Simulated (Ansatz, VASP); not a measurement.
# MgO: VASP beside Ansatz

Contents of POSCAR:

```
MgO
1.0
    0.0000000000      2.2820056624      2.2820056624
    2.2820056624      0.0000000000      2.2820056624
    2.2820056624      2.2820056624      0.0000000000
Mg O
1 1
Direct
    0.0000000000      0.0000000000      0.0000000000
    0.2500000000      0.2500000000      0.2500000000
```

Contents of INCAR.step1:

```
PREC     = Accurate       # precision mode
ENCUT    = 520            # plane-wave cutoff, eV
ISMEAR   = 0              # smearing method
SIGMA    = 0.5            # smearing width, eV
LREAL    = False          # projectors in reciprocal space
LASPH    = True           # aspherical terms in the spheres
NELM     = 100            # most SCF steps
NBANDS   = 11             # bands
GGA      = PE             # functional
ALGO     = Normal         # electronic algorithm
EDIFF    = 1E-4           # SCF threshold, eV
LWAVE    = True           # write WAVECAR
LCHARG   = False          # write CHGCAR
```

INCAR.step2

```
PREC     = Accurate       # precision mode
ENCUT    = 520            # plane-wave cutoff, eV
EDIFF    = 1E-6           # SCF threshold, eV
ISMEAR   = 0              # smearing method
SIGMA    = 0.5            # smearing width, eV
LREAL    = False          # projectors in reciprocal space
LASPH    = True           # aspherical terms in the spheres
NELM     = 100            # most SCF steps
ALGO     = Normal         # electronic algorithm
ISIF     = 2              # what is computed and relaxed
LWAVE    = False          # write WAVECAR
LCHARG   = False          # write CHGCAR
METAGGA  = R2SCAN         # meta-GGA
LMIXTAU  = True         
NBANDS   = 11             # bands
ISTART   = 1
```

KPOINTS

```
Automatic mesh
0
Gamma
  6 6 6
```

Input for Ansatz:

```yaml
crystal:
  lattice:
    - [0.0, 2.2820056624, 2.2820056624]
    - [2.2820056624, 0.0, 2.2820056624]
    - [2.2820056624, 2.2820056624, 0.0]
  atoms:
    - { symbol: Mg, position: [0.0, 0.0, 0.0] }
    - { symbol: O, position: [0.25, 0.25, 0.25] }
kpoints:
  mp_grid: { grid: [6, 6, 6] }
hamiltonian:
  xc: r2scan
scf:
  occupations: { method: gaussian, width: 0.5 }
  n_extra_bands: 4
output:
  forces: true
  stress: true
  eigenvalues: true
```

Alike in both runs: task single point; functional r2SCAN; k mesh 6 × 6 × 6; occupations gaussian, width 0.5 eV; no spin polarisation.

|  | VASP | Ansatz |
| --- | --- | --- |
| version | VASP 6.6.1 | Ansatz 0.2.0 |
| potentials or method | VASP PAW PBE potentials, release 64 (Mg, O) | plane waves |
| plane-wave cutoff (eV) | 520 | 500 |
| valence electrons in the cell | 8 | 16 |

Ansatz gave:

| Property | Result |
| --- | --- |
| gap on the k mesh at the Fermi level (eV) | 4.34 |
| pressure (GPa) | 0.0 |

Question: Estimate VASP's values.

Answer: gap on the k mesh at the Fermi level (eV): 4.32; pressure (GPa): -0.6.

The two sets of potentials don't hold the same shells in valence.

Caveats: the PAW data sets were made with another functional, which shifts forces and pressure a little (VASP). r2SCAN opens gaps a little over a GGA but as a rule still falls short of measured ones.
